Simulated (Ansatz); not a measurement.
Ge, DFT, PBE, all-electron PAW with datasets made for the crystal, scalar-relativistic (Ansatz 0.2.0), run on 1 thread of Arm Neoverse V1 on a shared host.

Structure: COD 9011050, as refined from experiment and not relaxed.

Command: `ansatz run input.yaml --threads 1 --pin off --max-ram 2048MiB --backend cpu --events-out ev --progress --plain --runs-dir out`

```yaml
crystal:
  lattice:
    - [0.0, 2.82877, 2.82877]
    - [2.82877, 0.0, 2.82877]
    - [2.82877, 2.82877, 0.0]
  atoms:
    - { symbol: Ge, position: [0.5, 0.5, 0.5] }
    - { symbol: Ge, position: [0.75, 0.75, 0.75] }
kpoints:
  mp_grid: { grid: [10, 10, 10] }
scf:
  occupations: { method: fermi_dirac, width: 0.05 }
hamiltonian:
  xc: pbe
  pseudopotentials: { kind: all_electron, datasets: crystal, nuclear_model: point }
output:
  forces: true
  stress: true
  eigenvalues: true
  efg: { contact_densities: true }
```

**Question.** How large is the problem that the program sets up?

**Answer.** 47 irreducible k-points, 169 plane waves at Γ, 9 bands.

**Question.** About how long does it take, and how much memory does it use?

**Answer.** 3.5 s of wall time for 6 SCF iterations, with a peak of 0.34 GiB. Times on shared machines scatter by tens of per cent.

**Question.** And the same cell and mesh by full-potential LAPW, asked for forces, stress, eigenvalues, on the same hardware?

**Answer.** 22 s, peak memory 0.39 GiB.
